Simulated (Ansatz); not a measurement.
**WS2, explained**

Method: PBE, scalar-relativistic; collinear spin; PAW, 420 eV, 10×10×2 k-mesh, Gaussian smearing of 0.05 eV; code Ansatz. The datasets are Ansatz's generated set soft_2.

The chain of runs began from a cell as deposited in COD, expanded in volume. Of that entry: the entry's cell lengths or inner coordinates differ somewhat from later room-temperature determinations. The relaxation kept the space group but changed the cell's proportions, one axis by 12 % at equal volume, so the results may not describe the measured structure.

The relaxed structure (symmetry read at 0.01 Å). It takes space group P6_3/mmc (No. 194, hexagonal). Conventional cell: a = 3.188 Å, b = 3.188 Å, c = 14.857 Å, α = 90.00°, β = 90.00°, γ = 120.00°. W (site symmetry -6m2) is surrounded by 6 S at 2.42 Å. Around S (site symmetry 3m) lie 3 W at 2.42 Å. (Neighbours are counted to 15 % beyond the shortest distance.)

Task: What kind of gap is it?

Result: It is indirect: 1.63 eV, against 1.80 eV for the smallest direct gap. Within 0.6 eV of the edges the projected states are 71 % W 5d at the top of the valence band and 62 % W 5d at the bottom of the conduction band. The 5d shell leads at both edges but is strongly mixed, between the Mott–Hubbard and the charge-transfer pattern.

Task: What fixes the bond lengths?

Result: Shannon's ionic radii give a check on the bond lengths: W⁴⁺ with 6 neighbours 0.66 Å + S²⁻ 1.84 Å (six-fold value) = 2.50 Å against a computed mean of 2.42 Å. The largest miss is -3 %; bonds shorter than the sum are usual where the bond is partly covalent, as with large, soft anions.

Task: How ionic is it?

Result: Bader charges against formal ones: W +1.38 (+4), S −0.69 (−2). The cations give up 34 % of the formal charge; Bader charges stay under formal ones because the anions' density reaches into the cations' basins, the more so the higher the formal charge and the softer the anion.

All results together:

| Item | Value |
| --- | --- |
| Volume | 21.79 Å³/atom |
| Band gap | 1.63 eV (band path included; the mesh alone gives 1.78 eV) |
| Smallest direct gap | 1.80 eV |
| Magnetic state | non-magnetic |
| Site spin moments | none |
| Bader charges | W 1.38; S -0.69 e |
| Formation energy from the elements (0 K, uncorrected) | -0.83 eV/atom |

Kohn–Sham gaps of semilocal functionals lie under measured ones, often by a third or more. No spin–orbit coupling, a notable omission for heavy elements. The structure is built of weakly bound layers, and this functional has no dispersion term, so their spacing and all that hangs on it (volume, the soft elastic constants, low modes, dielectric constants) are poorly given.
